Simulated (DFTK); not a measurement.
# Al (Fm-3m) in DFTK: reference runs

How does Al come out in PBEsol? The cell is run as given and disturbed, then over a range of volumes.

Everything below comes from runs of DFTK 0.8.2. Logs are shortened: lines on timing, memory, paths and dates and some standing lists are left out, and cuts for length are marked.

**What was measured.**

“The interpretation of polycrystalline coherent inelastic neutron scattering from aluminium”, 2013, pmc:3831299 quotes, for a bulk crystal of Al: bulk modulus 76.9 GPa.

The results are compared with them further down.

**1. The crystal as given**

Symmetry: Fm-3m, No. 225, cubic system. Conventional cell: a = 4.050 Å, b = 4.050 Å, c = 4.050 Å, α = 90.00°, β = 90.00°, γ = 90.00°. Around Al (site symmetry m-3m) lie 12 Al at 2.86 Å.

**2. Single point, PBEsol**

run.jl

```julia
using DFTK
using PseudoPotentialData
using Unitful, UnitfulAtomic
using LinearAlgebra, Printf
include("save.jl")
disable_threading()

# lattice vectors are the columns
lattice = austrip(1u"Å") * [           0.0       2.024805       2.024805;
                 2.024805            0.0       2.024805;
                 2.024805       2.024805            0.0]
symbols   = [:Al]
positions = [[0.0, 0.0, 0.0]]
pseudopotentials = PseudoFamily("dojo.nc.sr.pbesol.v0_4_1.standard.upf")
elements = Dict(s => ElementPsp(s, pseudopotentials) for s in unique(symbols))
atoms    = [elements[s] for s in symbols]

build_model(lattice, positions; symmetries=true) =
    model_DFT(lattice, atoms, positions;
              functionals=PBEsol(),
              temperature=austrip(0.05u"eV"),
              smearing=Smearing.FermiDirac(),
              symmetries)
Ecut  = 26.0  # hartree
kgrid = [11, 11, 11]
tol   = 1e-6
to_GPa = ustrip(uconvert(u"GPa", 1u"hartree/bohr^3"))

model = build_model(lattice, positions)
basis = PlaneWaveBasis(model; Ecut, kgrid)
display(basis)
scfres = self_consistent_field(basis;
                               tol,
                               nbandsalg=AdaptiveBands(model; n_bands_converge=6))
display(scfres.energies)
@printf "Fermi level: %.6f eV\n" ustrip(auconvert(u"eV", something(scfres.εF, NaN)))
forces = compute_forces_cart(scfres)
println("Forces (eV/Å)")
for (s, f) in zip(symbols, forces)
    @printf "%-3s %12.6f %12.6f %12.6f\n" s ustrip.(auconvert.(u"eV/Å", f))...
end
stress = compute_stresses_cart(scfres)
println("Stress (GPa)")
display(round.(stress * to_GPa; digits=4))
println("Levels at the first k-point (eV): ", round.(ustrip.(auconvert.(u"eV", scfres.eigenvalues[1][1:scfres.n_bands_converge])); digits=4))
save_scf!(scfres; forces, stress)
```

Potentials or basis: dojo.nc.sr.pbesol.v0_4_1.standard.upf (PBEsol).

Run with:

```
> julia --threads=1 run.jl  # save.jl only writes the numbers to a file and isn't shown; printed stress counts tension as positive; times include loading and compiling
```

Log:

```text
PlaneWaveBasis discretization:

    Ecut                 : 26.0 Ha
    fft_size             : (27, 27, 27), 19683 total points
    kgrid                : MonkhorstPack([11, 11, 11])
    num.   red. kpoints  : 1331
    num. irred. kpoints  : 56

    Discretized Model(gga_x_pbe_sol+gga_c_pbe_sol, 3D):
        lattice (in Bohr)    : [0         , 3.82633   , 3.82633   ]
                               [3.82633   , 0         , 3.82633   ]
                               [3.82633   , 3.82633   , 0         ]
        unit cell volume     : 112.04 Bohr³

        atoms                : Al
        pseudopot. family    : PseudoFamily("dojo.nc.sr.pbesol.v0_4_1.standard.upf")

        num. electrons       : 3
        spin polarization    : none
        temperature          : 0.0018375 Ha
        smearing             : DFTK.Smearing.FermiDirac()

        terms                : Kinetic()
                               AtomicLocal()
                               AtomicNonlocal()
                               Ewald(nothing)
                               PspCorrection()
                               Hartree()
                               Xc(gga_x_pbe_sol, gga_c_pbe_sol)
                               Entropy()
n     Energy            log10(ΔE)   log10(Δρ)   Diag   Δtime
---   ---------------   ---------   ---------   ----   ------
  1   -2.320150543180                   -1.46    4.0    1.24s
  2   -2.320341198061       -3.72       -1.84    1.0    553ms
  3   -2.320370350723       -4.54       -3.67    2.2    493ms
  4   -2.320371773463       -5.85       -4.26    4.5    1.33s
  5   -2.320371773716       -9.60       -4.87    1.7    417ms
  6   -2.320371773736      -10.70       -5.74    1.8    427ms
  7   -2.320371773737      -11.90       -6.12    2.6    1.01s
Energy breakdown (in Ha):
    Kinetic             0.8513500
    AtomicLocal         0.1706000
    AtomicNonlocal      0.4128307
    Ewald               -2.6960424
    PspCorrection       0.0183440
    Hartree             0.0035643
    Xc                  -1.0808715
    Entropy             -0.0001470

    total               -2.320371773737
Fermi level: 7.651714 eV
Forces (eV/Å)
Al      0.000000     0.000000     0.000000
Stress (GPa)
3×3 StaticArraysCore.SMatrix{3, 3, Float64, 9} with indices SOneTo(3)×SOneTo(3):
  2.0654  -0.0     -0.0
 -0.0      2.0654   0.0
 -0.0      0.0      2.0654
Levels at the first k-point (eV): [-3.4474, 20.2136, 20.2136, 20.2136, 21.606, 21.606]
```

Wall time 25 s (1 thread of AMD EPYC 9R45 (Zen 5), shared host); peak memory 1.4 GiB.

Results:

```yaml
Free_energy: -63.1405 eV
Pressure: -2.1 GPa
Band_gap_on_the_k_mesh: none (metal or under the smearing width)
```

**3. Single point, PBEsol (cell strained at random at fixed volume)**

run.jl, as its differences from that of step 2:

```diff
@@ -8,7 +8,7 @@
 # lattice vectors are the columns
-lattice = austrip(1u"Å") * [           0.0       2.024805       2.024805;
-                 2.024805            0.0       2.024805;
-                 2.024805       2.024805            0.0]
+lattice = austrip(1u"Å") * [      0.047894       2.043256       2.040582;
+                 1.969142      -0.008354       2.022715;
+                 2.026853       2.083101      -0.005679]
 symbols   = [:Al]
-positions = [[0.0, 0.0, 0.0]]
+positions = [[0.005978, -0.013119, 0.021168]]
 pseudopotentials = PseudoFamily("dojo.nc.sr.pbesol.v0_4_1.standard.upf")
```

Potentials or basis: dojo.nc.sr.pbesol.v0_4_1.standard.upf (PBEsol).

Run with:

```
> julia --threads=1 run.jl  # save.jl only writes the numbers to a file and isn't shown; printed stress counts tension as positive; times include loading and compiling
```

Log:

```text
PlaneWaveBasis discretization:

    Ecut                 : 26.0 Ha
    fft_size             : (27, 27, 27), 19683 total points
    kgrid                : MonkhorstPack([11, 11, 11])
    num.   red. kpoints  : 1331
    num. irred. kpoints  : 1331

    Discretized Model(gga_x_pbe_sol+gga_c_pbe_sol, 3D):
        lattice (in Bohr)    : [0.0905065 , 3.86119   , 3.85614   ]
                               [3.72114   , -0.0157868, 3.82238   ]
                               [3.8302    , 3.93649   , -0.0107318]
        unit cell volume     : 112.04 Bohr³

        atoms                : Al
        pseudopot. family    : PseudoFamily("dojo.nc.sr.pbesol.v0_4_1.standard.upf")

        num. electrons       : 3
        spin polarization    : none
        temperature          : 0.0018375 Ha
        smearing             : DFTK.Smearing.FermiDirac()

        terms                : Kinetic()
                               AtomicLocal()
                               AtomicNonlocal()
                               Ewald(nothing)
                               PspCorrection()
                               Hartree()
                               Xc(gga_x_pbe_sol, gga_c_pbe_sol)
                               Entropy()
n     Energy            log10(ΔE)   log10(Δρ)   Diag   Δtime
---   ---------------   ---------   ---------   ----   ------
  1   -2.319951551318                   -1.46    3.5    14.7s
  2   -2.320147925091       -3.71       -1.84    1.0    9.22s
  3   -2.320176169369       -4.55       -3.63    2.2    11.6s
  4   -2.320177702306       -5.81       -4.26    4.5    18.8s
  5   -2.320177702636       -9.48       -4.88    1.8    10.0s
  6   -2.320177702663      -10.57       -5.91    2.0    11.2s
  7   -2.320177702664      -11.84       -6.42    2.9    14.1s
Energy breakdown (in Ha):
    Kinetic             0.8516865
    AtomicLocal         0.1692582
    AtomicNonlocal      0.4134131
    Ewald               -2.6954649
    PspCorrection       0.0183440
    Hartree             0.0037073
    Xc                  -1.0810163
    Entropy             -0.0001056

    total               -2.320177702664
Fermi level: 7.679548 eV
Forces (eV/Å)
Al     -0.000000    -0.000000     0.000000
Stress (GPa)
3×3 StaticArraysCore.SMatrix{3, 3, Float64, 9} with indices SOneTo(3)×SOneTo(3):
 0.9877   0.7314   1.1594
 0.7314   1.077   -1.5205
 1.1594  -1.5205   3.5433
Levels at the first k-point (eV): [-3.4487, 19.6737, 19.9399, 21.0272, 21.1066, 21.238]
```

It took 4.2 min on 1 thread of AMD EPYC 9R45 (Zen 5), shared host; peak memory 3.2 GiB.

Results:

* Free energy: -63.1353 eV
* Pressure: -1.9 GPa
* Band gap on the k mesh: none (metal or under the smearing width)

**4. Equation of state, PBEsol**

run.jl

```julia
using DFTK
using PseudoPotentialData
using Unitful, UnitfulAtomic
using LinearAlgebra, Printf
include("save.jl")
disable_threading()

# lattice vectors are the columns
lattice = austrip(1u"Å") * [           0.0       2.024805       2.024805;
                 2.024805            0.0       2.024805;
                 2.024805       2.024805            0.0]
symbols   = [:Al]
positions = [[0.0, 0.0, 0.0]]
pseudopotentials = PseudoFamily("dojo.nc.sr.pbesol.v0_4_1.standard.upf")
elements = Dict(s => ElementPsp(s, pseudopotentials) for s in unique(symbols))
atoms    = [elements[s] for s in symbols]

build_model(lattice, positions; symmetries=true) =
    model_DFT(lattice, atoms, positions;
              functionals=PBEsol(),
              temperature=austrip(0.05u"eV"),
              smearing=Smearing.FermiDirac(),
              symmetries)
Ecut  = 26.0  # hartree
kgrid = [11, 11, 11]
tol   = 1e-6
to_GPa = ustrip(uconvert(u"GPa", 1u"hartree/bohr^3"))

results["points"] = []
for scale in [0.94, 0.96, 0.98, 1.0, 1.02, 1.04, 1.06]
    println("\n=== scale = ", scale)
    model = build_model(cbrt(scale) * lattice, positions)
    basis = PlaneWaveBasis(model; Ecut, kgrid)
    t0 = time()
    scfres = self_consistent_field(basis;
                                   tol,
                                   nbandsalg=AdaptiveBands(model; n_bands_converge=6))
    seconds = time() - t0
    @printf "SCF: %d iterations, %.1f s\n" scfres.n_iter seconds
    forces = compute_forces_cart(scfres)
    stress = compute_stresses_cart(scfres)
    @printf "V = %.5f Å^3  F = %.8f Ha  max force = %.5f eV/Å  p = %.4f GPa\n" ustrip(auconvert(u"Å^3", model.unit_cell_volume)) scfres.energies.total ustrip(auconvert(u"eV/Å", maximum(norm, forces))) (-tr(stress) / 3 * to_GPa)
    push!(results["points"], save_scf!(scfres; forces, stress, d=Dict{String,Any}("seconds" => seconds, "n_matvec" => get(scfres, :n_matvec, 0))))
end

# third-order Birch-Murnaghan fit in x = V^(-2/3)
V = [0.94, 0.96, 0.98, 1.0, 1.02, 1.04, 1.06] * abs(det(lattice))
E = [p["total"] for p in results["points"]]
x = V .^ (-2 / 3)
c = [x .^ 0 x x .^ 2 x .^ 3] \ E
Δ = c[3]^2 - 3c[2] * c[4]
if Δ > 0
    x0 = (-c[3] + sqrt(Δ)) / 3c[4]
    B0 = 4 / 9 * x0^(7 / 2) * (2c[3] + 6c[4] * x0)
    @printf "V0 = %.4f Å^3  B0 = %.2f GPa\n" ustrip(auconvert(u"Å^3", x0^(-3 / 2))) B0 * to_GPa
end
```

Potentials or basis: dojo.nc.sr.pbesol.v0_4_1.standard.upf (PBEsol).

Run with:

```
> julia --threads=1 run.jl  # save.jl only writes the numbers to a file and isn't shown; printed stress counts tension as positive; times include loading and compiling
```

Log:

```text
=== scale = 0.94
n     Energy            log10(ΔE)   log10(Δρ)   Diag   Δtime
---   ---------------   ---------   ---------   ----   ------
  1   -2.320043782965                   -1.45    4.1    1.31s
  2   -2.320239030678       -3.71       -1.84    1.0    533ms
  3   -2.320266888323       -4.56       -3.67    2.2    479ms
  4   -2.320268137245       -5.90       -4.33    4.6    1.38s
  5   -2.320268137509       -9.58       -4.90    1.8    432ms
  6   -2.320268137529      -10.71       -5.94    1.9    434ms
  7   -2.320268137531      -11.82       -6.68    3.1    1.15s
SCF: 7 iterations, 5.8 s
V = 15.60657 Å^3  F = -2.32026814 Ha  max force = 0.00000 eV/Å  p = 3.2534 GPa

=== scale = 0.96
n     Energy            log10(ΔE)   log10(Δρ)   Diag   Δtime
---   ---------------   ---------   ---------   ----   ------
  1   -2.320216453178                   -1.45    4.1    1.22s
  2   -2.320410486502       -3.71       -1.84    1.0    341ms
  3   -2.320438708303       -4.55       -3.67    2.1    442ms
  4   -2.320439994184       -5.89       -4.30    4.7    1.32s
  5   -2.320439994455       -9.57       -4.89    1.8    396ms
  6   -2.320439994474      -10.72       -5.89    1.9    438ms
  7   -2.320439994475      -11.88       -6.51    2.9    560ms
SCF: 7 iterations, 4.8 s
V = 15.93862 Å^3  F = -2.32043999 Ha  max force = 0.00000 eV/Å  p = 1.2843 GPa

=== scale = 0.98
n     Energy            log10(ΔE)   log10(Δρ)   Diag   Δtime
---   ---------------   ---------   ---------   ----   ------
  1   -2.320247485772                   -1.46    4.0    642ms
  2   -2.320439516717       -3.72       -1.84    1.0    345ms
  3   -2.320468291840       -4.54       -3.68    2.2    1.04s
  4   -2.320469614135       -5.88       -4.28    4.7    756ms
  5   -2.320469614381       -9.61       -4.89    1.8    400ms
  6   -2.320469614400      -10.72       -5.82    1.9    475ms
  7   -2.320469614401      -11.82       -6.34    2.6    1.06s
SCF: 7 iterations, 4.8 s
V = 16.27068 Å^3  F = -2.32046961 Ha  max force = 0.00000 eV/Å  p = -0.4828 GPa

=== scale = 1.0
n     Energy            log10(ΔE)   log10(Δρ)   Diag   Δtime
---   ---------------   ---------   ---------   ----   ------
  1   -2.320150555910                   -1.46    4.0    1.24s
  2   -2.320341156315       -3.72       -1.84    1.0    348ms
  3   -2.320370288637       -4.54       -3.67    2.2    468ms
  4   -2.320371773437       -5.83       -4.24    4.5    1.36s
  5   -2.320371773714       -9.56       -4.85    1.7    400ms
  6   -2.320371773736      -10.66       -5.72    1.8    435ms
  7   -2.320371773737      -11.83       -6.10    2.5    518ms
SCF: 7 iterations, 4.9 s
V = 16.60273 Å^3  F = -2.32037177 Ha  max force = 0.00000 eV/Å  p = -2.0654 GPa
[... 29 lines left out ...]
=== scale = 1.06
n     Energy            log10(ΔE)   log10(Δρ)   Diag   Δtime
---   ---------------   ---------   ---------   ----   ------
  1   -2.319212636608                   -1.47    4.1    1.18s
  2   -2.319408784824       -3.71       -1.84    1.0    328ms
  3   -2.319440112757       -4.50       -3.64    2.1    431ms
  4   -2.319441532284       -5.85       -4.25    4.5    767ms
  5   -2.319441532551       -9.57       -4.85    1.7    894ms
  6   -2.319441532572      -10.69       -5.69    1.7    418ms
  7   -2.319441532573      -11.88       -6.04    2.3    486ms
SCF: 7 iterations, 4.6 s
V = 17.59890 Å^3  F = -2.31944153 Ha  max force = 0.00000 eV/Å  p = -5.8647 GPa
V0 = 16.1766 Å^3  B0 = 84.04 GPa
```

Run time: 98 s. Hardware: 1 thread of AMD EPYC 9R45 (Zen 5), shared host; peak memory 1.4 GiB.

Results:

- Equilibrium volume: 16.18 Å³/atom
- Bulk modulus: 84 GPa
- Pressure derivative of the bulk modulus: 4.5

Energy against volume, from the lowest point:
| volume (Å³/atom) | energy (meV/atom) |
| --- | --- |
| 15.607 | 5.48 |
| 15.939 | 0.81 |
| 16.271 | 0.00 |
| 16.603 | 2.66 |
| 16.935 | 8.43 |
| 17.267 | 16.97 |
| 17.599 | 27.98 |

**5. Single point, PBEsol, 15.61 Å³/atom (volume scaled by 0.94)**

run.jl is that of step 4.

Run with:

```
> julia --threads=1 run.jl  # one pass of the loop, scale = 0.94; save.jl only writes the numbers to a file and isn't shown; printed stress counts tension as positive; times include loading and compiling
```

It took 5.8 s on 1 thread of AMD EPYC 9R45 (Zen 5), shared host.

The run converged. Its results:

```
Free energy            : -63.1377 eV
Pressure               : 3.3 GPa
Band gap on the k mesh : none (metal or under the smearing width)
```

**6. Single point, PBEsol, 15.94 Å³/atom (volume scaled by 0.96)**

run.jl is that of step 5.

Potentials or basis: dojo.nc.sr.pbesol.v0_4_1.standard.upf (PBEsol).

Run with:

```
> julia --threads=1 run.jl  # one pass of the loop, scale = 0.96; save.jl only writes the numbers to a file and isn't shown; printed stress counts tension as positive; times include loading and compiling
```

Wall time 4.8 s (1 thread of AMD EPYC 9R45 (Zen 5), shared host).

It converged, with:

```
Free energy            : -63.1424 eV
Pressure               : 1.3 GPa
Band gap on the k mesh : none (metal or under the smearing width)
```

**7. Single point, PBEsol, 16.27 Å³/atom (volume scaled by 0.98)**

run.jl is that of step 6.

Run with:

```
> julia --threads=1 run.jl  # one pass of the loop, scale = 0.98; save.jl only writes the numbers to a file and isn't shown; printed stress counts tension as positive; times include loading and compiling
```

Run time: 4.8 s. Hardware: 1 thread of AMD EPYC 9R45 (Zen 5), shared host.

Results (log left out):

```yaml
Free_energy: -63.1432 eV
Pressure: -0.5 GPa
Band_gap_on_the_k_mesh: none (metal or under the smearing width)
```

**8. Single point, PBEsol, 16.60 Å³/atom**

run.jl is that of step 7.

Run with:

```
> julia --threads=1 run.jl  # one pass of the loop, scale = 1.0; save.jl only writes the numbers to a file and isn't shown; printed stress counts tension as positive; times include loading and compiling
```

Run time: 4.9 s. Hardware: 1 thread of AMD EPYC 9R45 (Zen 5), shared host.

The run converged. Its results:

- Free energy: -63.1405 eV
- Pressure: -2.1 GPa
- Band gap on the k mesh: none (metal or under the smearing width)

**9. Single point, PBEsol, 16.93 Å³/atom (volume scaled by 1.02)**

run.jl is that of step 8.

Potentials or basis: dojo.nc.sr.pbesol.v0_4_1.standard.upf (PBEsol).

Run with:

```
> julia --threads=1 run.jl  # one pass of the loop, scale = 1.02; save.jl only writes the numbers to a file and isn't shown; printed stress counts tension as positive; times include loading and compiling
```

Wall time 5.6 s (1 thread of AMD EPYC 9R45 (Zen 5), shared host).

The run converged. Its results:

```yaml
Free_energy: -63.1348 eV
Pressure: -3.5 GPa
Band_gap_on_the_k_mesh: none (metal or under the smearing width)
```

**10. Single point, PBEsol, 17.27 Å³/atom (volume scaled by 1.04)**

run.jl is that of step 9.

Run with:

```
> julia --threads=1 run.jl  # one pass of the loop, scale = 1.04; save.jl only writes the numbers to a file and isn't shown; printed stress counts tension as positive; times include loading and compiling
```

Run time: 5.6 s. Hardware: 1 thread of AMD EPYC 9R45 (Zen 5), shared host.

The run converged. Its results:

| Property | Result |
| --- | --- |
| Free energy | -63.1262 eV |
| Pressure | -4.7 GPa |
| Band gap on the k mesh | none (metal or under the smearing width) |

**11. Single point, PBEsol, 17.60 Å³/atom (volume scaled by 1.06)**

run.jl is that of step 10.

Run with:

```
> julia --threads=1 run.jl  # one pass of the loop, scale = 1.06; save.jl only writes the numbers to a file and isn't shown; printed stress counts tension as positive; times include loading and compiling
```

Run time: 4.6 s. Hardware: 1 thread of AMD EPYC 9R45 (Zen 5), shared host.

Results (log left out):

```
Free energy            : -63.1152 eV
Pressure               : -5.9 GPa
Band gap on the k mesh : none (metal or under the smearing width)
```

**12. The runs side by side**

| task | cell | gap on the mesh (eV) | pressure (GPa) |
| --- | --- | --- | --- |
| single point | as given | none | -2.1 |
| single point | cell strained at random at fixed volume | none | -1.9 |
| equation of state | as given | - | - |

Alike in all rows: level PBEsol; potentials or basis dojo.nc.sr.pbesol.v0_4_1.standard.upf (PBEsol); no spin polarisation; k mesh 11 × 11 × 11; cutoff (eV) 707; smearing fermi-dirac 0.05 eV.

Total energies depend on the potentials used, so only differences within one code and one set of settings carry meaning.

**13. Comparison with measurements**

Step 4. Against the measured bulk modulus of Al, 76.9 GPa (quoted in “The interpretation of polycrystalline coherent inelastic neutron scattering from aluminium”, 2013, pmc:3831299), the calculated 84 GPa is off by +9.3 %. The fit is for a static lattice scaled at fixed shape and fixed fractional positions. The cell as given is a measured one (16.60 Å³/atom); PBEsol puts the equilibrium volume -2.6 % from it, thermal expansion not counted.
